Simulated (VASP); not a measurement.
# AlN (F-43m) in VASP: Born charges and dielectric tensor with LDA

Aim: the Born charges and dielectric tensor of AlN with LDA.

All numbers are computed with VASP 6.6.1; they aren't measurements. Logs are shortened: lines on timing, memory, paths and dates and some standing lists are left out, and cuts for length are marked.

**1. The crystal as given**

It takes space group F-43m (No. 216, cubic). The conventional cell has a = 4.368 Å, b = 4.368 Å, c = 4.368 Å, α = 90.00°, β = 90.00°, γ = 90.00°. Al (site symmetry -43m) has 4 N at 1.89 Å as nearest neighbours. N (site symmetry -43m) has 4 Al at 1.89 Å as nearest neighbours.

Measurements of this composition are mostly on another form, of space group No. 186.

**2. Born charges and dielectric tensor, LDA**

File INCAR:

```
  ALGO = Fast
  EDIFF = 1E-8
  ENCUT = 600
  IBRION = 8
  ISIF = 2
  ISMEAR = 0
  LASPH = True
  LCHARG = False
  LEPSILON = True
  LREAL = False
  LWAVE = False
  NELM = 100
  NSW = 1
  PREC = Accurate
  SIGMA = 0.02
```

File KPOINTS:

```
k-points
0
Gamma
  10 10 10
```

File POSCAR:

```
AlN
1.0
    0.0000000000      2.1839935600      2.1839935600
    2.1839935600      0.0000000000      2.1839935600
    2.1839935600      2.1839935600      0.0000000000
Al N
1 1
Direct
    0.0000000000      0.0000000000      0.0000000000
    0.2500000000      0.2500000000      0.2500000000
```

Potentials or basis: VASP PAW LDA potentials, release 64 (Al, N).

Run with:

```
$ cat potpaw_LDA.64/Al/POTCAR potpaw_LDA.64/N/POTCAR > POTCAR
$ mpirun -np 1 vasp_std > vasp.out
```

OUTCAR:

```text
EDIFF = 1E-8
   ENCUT = 600
   IBRION = 8
   ISIF = 2
   ISMEAR = 0
   LASPH = True
   LEPSILON = True
   LREAL = False
   NELM = 100
   NSW = 1
   PREC = Accurate

 ion  position               nearest neighbor table
   1  0.000  0.000  0.000-   2 1.89   2 1.89   2 1.89   2 1.89
   2  0.250  0.250  0.250-   1 1.89   1 1.89   1 1.89   1 1.89

  LATTYP: Found a face centered cubic cell.
 ALAT       =     4.3679871200

  Lattice vectors:

 A1 = (   0.0000000000,   2.1839935600,   2.1839935600)
 A2 = (   2.1839935600,   0.0000000000,   2.1839935600)
 A3 = (   2.1839935600,   2.1839935600,   0.0000000000)

Analysis of symmetry for initial positions (statically):
=====================================================================
 Subroutine PRICEL returns:
 Original cell was already a primitive cell.

 Routine SETGRP: Setting up the symmetry group for a
 face centered cubic supercell.

 Subroutine GETGRP returns: Found 24 space group operations
 (whereof 24 operations were pure point group operations)
 out of a pool of 48 trial point group operations.

The static configuration has the point symmetry T_d .

Analysis of symmetry for dynamics (positions and initial velocities):
=====================================================================
 Subroutine PRICEL returns:
 Original cell was already a primitive cell.

 Routine SETGRP: Setting up the symmetry group for a
 face centered cubic supercell.

 Subroutine GETGRP returns: Found 24 space group operations
 (whereof 24 operations were pure point group operations)
 out of a pool of 48 trial point group operations.

The dynamic configuration has the point symmetry T_d .

 Subroutine INISYM returns: Found 24 space group operations
 (whereof 24 operations are pure point group operations),
 and found     1 'primitive' translations

----------------------------------------------------------------------------------------

                                     Primitive cell

  volume of cell :      20.8345

  direct lattice vectors                    reciprocal lattice vectors
     0.000000000  2.183993560  2.183993560    -0.228938404  0.228938404  0.228938404
     2.183993560  0.000000000  2.183993560     0.228938404 -0.228938404  0.228938404
     2.183993560  2.183993560  0.000000000     0.228938404  0.228938404 -0.228938404

  length of vectors
     3.088633313  3.088633313  3.088633313     0.396532948  0.396532948  0.396532948

  position of ions in fractional coordinates (direct lattice)
     0.000000000  0.000000000  0.000000000
     0.250000000  0.250000000  0.250000000

  ion indices of the primitive-cell ions
   primitive index   ion index
                 1           1
                 2           2

----------------------------------------------------------------------------------------

 KPOINTS: k-points

Automatic generation of k-mesh.
 Grid dimensions read from file:
 generate k-points for:   10   10   10

 Generating k-lattice:

  Cartesian coordinates                     Fractional coordinates (reciprocal lattice)
    -0.022893840  0.022893840  0.022893840     0.100000000  0.000000000  0.000000000
     0.022893840 -0.022893840  0.022893840     0.000000000  0.100000000  0.000000000
     0.022893840  0.022893840 -0.022893840     0.000000000  0.000000000  0.100000000

  Length of vectors
     0.039653295  0.039653295  0.039653295

[... 411 lines left out ...]
  free energy    TOTEN  =        -0.22013505 eV

  energy without entropy =       -0.22013505

------------------------ aborting loop because EDIFF is reached ----------------------------------------

--------------------------------------- Ionic step        2  -------------------------------------------

------------------------ aborting loop because EDIFF is reached ----------------------------------------

--------------------------------------- Ionic step        3  -------------------------------------------

------------------------ aborting loop because EDIFF is reached ----------------------------------------

 PIEZOELECTRIC TENSOR FIELD DIRECTION 3  (e Angst)
 -----------------------------------------------------------------------------
    -0.00044 -0.80169  0.00000           ( -0.00000 -0.00910  0.00000)
    -0.80169 -0.00044  0.00000           ( -0.00910 -0.00000  0.00000)
     0.00000  0.00000  0.00041           (  0.00000  0.00000 -0.00000)

 PIEZOELECTRIC TENSOR FIELD DIRECTION 3  (C/m^2)
 -----------------------------------------------------------------------------
    -0.00034 -0.61650  0.00000
    -0.61650 -0.00034  0.00000
     0.00000  0.00000  0.00032

--------------------------------------- Ionic step        4  -------------------------------------------

------------------------ aborting loop because EDIFF is reached ----------------------------------------

[... ionic steps 5 to 6 ...]

--------------------------------------- Ionic step        7  -------------------------------------------

 Free energy of the ion-electron system (eV)
  ---------------------------------------------------
  ---------------------------------------------------
  free energy    TOTEN  =        -0.23439240 eV

  energy without entropy =       -0.23439240

------------------------ aborting loop because EDIFF is reached ----------------------------------------

 INTERNAL STRAIN TENSOR  FOR ION    2  DIRECTION 1   (eV/Angst):
 -----------------------------------------------------------------------------
    -0.00813  0.00000  0.00000
     0.00000  0.00445 -8.69176
     0.00000 -8.69176  0.00445

 MACROSCOPIC STATIC DIELECTRIC TENSOR (including local field effects in DFT)
 ------------------------------------------------------
           4.571276    -0.000000     0.000000
           0.000000     4.571276    -0.000000
          -0.000000    -0.000000     4.571276
 ------------------------------------------------------

 PIEZOELECTRIC TENSOR (including local field effects)  for field in x, y, z        (e  Angst)
          XX          YY          ZZ          XY          YZ          ZX
  --------------------------------------------------------------------------------
  x    -0.00000     0.00000     0.00000     0.00000    -0.80132     0.00000
  y    -0.00000     0.00000     0.00000     0.00000     0.00000    -0.80132
  z    -0.00000     0.00000     0.00000    -0.80132     0.00000     0.00000

 PIEZOELECTRIC TENSOR (including local field effects)  for field in x, y, z        (C/m^2)
          XX          YY          ZZ          XY          YZ          ZX
  --------------------------------------------------------------------------------
  x    -0.00000     0.00000     0.00000     0.00000    -0.61621     0.00000
  y    -0.00000     0.00000     0.00000     0.00000     0.00000    -0.61621
  z    -0.00000     0.00000     0.00000    -0.61621     0.00000     0.00000

 BORN EFFECTIVE CHARGES (including local field effects) (in |e|, cummulative output)
 ---------------------------------------------------------------------------------
 ion    1
    1     2.53234     0.00000     0.00000
    2     0.00000     2.53234     0.00000
    3     0.00000     0.00000     2.53234
 ion    2
    1    -2.53234     0.00000     0.00000
    2     0.00000    -2.53234     0.00000
    3     0.00000     0.00000    -2.53234

 INTERNAL STRAIN TENSOR FOR ION    2 for displacements in x,y,z  (eV/Angst):
          X           Y           Z          XY          YZ          ZX
  --------------------------------------------------------------------------------
  x     0.00000     0.00000     0.00000     0.00000    -8.69176     0.00000
  y     0.00000     0.00000     0.00000     0.00000     0.00000    -8.69176
  z     0.00000     0.00000     0.00000    -8.69176     0.00000     0.00000

 SECOND DERIVATIVES (NOT SYMMETRIZED)
 ------------------------------------
               1X          1Y          1Z          2X          2Y          2Z
  1X   -14.475728    0.000000    0.000000   14.475728    0.000000    0.000000
  1Y     0.000000  -14.475728    0.000000    0.000000   14.475728    0.000000
  1Z     0.000000    0.000000  -14.475728    0.000000    0.000000   14.475728
  2X    14.479087    0.000000    0.000000  -14.479087    0.000000    0.000000
  2Y     0.000000   14.479087    0.000000    0.000000  -14.479087    0.000000
  2Z     0.000000    0.000000   14.479087    0.000000    0.000000  -14.479087

 Eigenvectors and eigenvalues of the dynamical matrix
 ----------------------------------------------------

   1 f  =   19.592603 THz   123.103952 2PiTHz  653.538874 cm-1    81.028457 meV
             X         Y         Z           dx          dy          dz
      0.000000  0.000000  0.000000     0.000000    0.584453    0.000000
      1.091997  1.091997  1.091997     0.000000   -0.811427    0.000000
[... 21 lines left out ...]
   6 f/i=    0.001078 THz     0.006773 2PiTHz    0.035959 cm-1     0.004458 meV
             X         Y         Z           dx          dy          dz
      0.000000  0.000000  0.000000     0.000000    0.000000    0.811427
      1.091997  1.091997  1.091997     0.000000    0.000000    0.584453

--------------------------------------------------------------------------------------------------------

 MACROSCOPIC STATIC DIELECTRIC TENSOR IONIC CONTRIBUTION
 ------------------------------------------------------
           3.847103     0.000000     0.000000
           0.000000     3.847103     0.000000
           0.000000     0.000000     3.847103
 ------------------------------------------------------

 ELASTIC MODULI CONTR FROM IONIC RELAXATION (kBar)
 Direction    XX          YY          ZZ          XY          YZ          ZX
 --------------------------------------------------------------------------------
 XX          -0.0000      0.0000      0.0000      0.0000      0.0000      0.0000
 YY           0.0000     -0.0000      0.0000      0.0000      0.0000      0.0000
 ZZ           0.0000      0.0000     -0.0000      0.0000      0.0000      0.0000
 XY           0.0000      0.0000      0.0000   -375.2428      0.0000      0.0000
 YZ           0.0000      0.0000      0.0000      0.0000   -375.2428      0.0000
 ZX           0.0000      0.0000      0.0000      0.0000      0.0000   -375.2428
 --------------------------------------------------------------------------------

 PIEZOELECTRIC TENSOR IONIC CONTR  for field in x, y, z        (C/m^2)
          XX          YY          ZZ          XY          YZ          ZX
  --------------------------------------------------------------------------------
  x    -0.00000     0.00000     0.00000     0.00000     1.13056     0.00000
  y     0.00000    -0.00000     0.00000     0.00000     0.00000     1.13056
  z     0.00000     0.00000    -0.00000     1.13056     0.00000     0.00000
```

It took 2.8 min on 1 thread of AMD EPYC 9R45 (Zen 5), shared host; peak memory 0.2 GiB.

What came out:

| Quantity | Value |
| --- | --- |
| Band gap on the k mesh | 3.22 eV, indirect (least direct gap 4.23 eV) |
| Electronic dielectric tensor (diagonal) | 4.57 |
| Born charges (mean of the diagonal) | Al +2.53; N -2.53 e |
| Highest phonon frequency at Γ, LO-TO splitting left out | 654 cm⁻¹ |

Levels at points of the mesh, in eV from the valence-band top:
| k point | band 1 | band 2 | band 3 | band 4 | band 5 | band 6 | band 7 | band 8 |
| --- | --- | --- | --- | --- | --- | --- | --- | --- |
| (0.00, 0.00, 0.00) | -14.82 | 0.00 | 0.00 | 0.00 | 4.23 | 12.33 | 12.33 | 12.33 |
| (0.50, 0.00, 0.00) | -12.70 | -5.91 | -0.49 | -0.49 | 7.27 | 9.77 | 10.96 | 10.96 |
| (0.50, 0.50, 0.00) | -12.04 | -4.96 | -1.79 | -1.79 | 3.22 | 8.41 | 13.75 | 15.49 |

Phonon frequencies in cm⁻¹ (negative: imaginary):
| q point | frequencies |
| --- | --- |
| (0.000, 0.000, 0.000) | 0 0 0 654 654 654 |

Electronic dielectric tensor:
```
4.57 0.00 0.00
0.00 4.57 0.00
0.00 0.00 4.57
```

Born effective charge tensors (e):
atom 1, Al
```
2.53 0.00 0.00
0.00 2.53 0.00
0.00 0.00 2.53
```
atom 2, N
```
-2.53  0.00  0.00
 0.00 -2.53  0.00
 0.00  0.00 -2.53
```
